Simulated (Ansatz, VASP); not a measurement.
Two plane-wave programs on InSb

```
CELL_PARAMETERS angstrom
0.00000 3.23910 3.23910
3.23910 0.00000 3.23910
3.23910 3.23910 0.00000
ATOMIC_POSITIONS crystal
In 0.00000 0.00000 0.00000
Sb 0.75000 0.75000 0.75000
```

Alike in both runs: task single point; functional r2SCAN; k mesh 10 × 10 × 10; occupations gaussian, width 0.03 eV; no spin polarisation.

|  | VASP | Ansatz |
| --- | --- | --- |
| version | VASP 6.6.1 | Ansatz 0.2.0 |
| potentials or method | VASP PAW PBE potentials, release 64 (In_d, Sb) | scalar-relativistic, plane waves, PAW |
| plane-wave cutoff (eV) | 520 | 500 |
| valence electrons in the cell | 18 | 28 |

```csv
,VASP,Ansatz,Ansatz less VASP
gap on the k mesh at the Fermi level (eV),0.24,0.24,+0.001
least direct gap on the mesh (eV),0.24,0.24,+0.001
pressure (GPa),1.7,1.7,-0.01
```

The functional is the same, so the differences come from potentials, cutoffs and numerics. The two sets of potentials don't hold the same shells in valence.

Caveats: the PAW data sets were made with another functional, which shifts forces and pressure a little (VASP); spin-orbit coupling is left out, which moves the levels of the heavy elements.
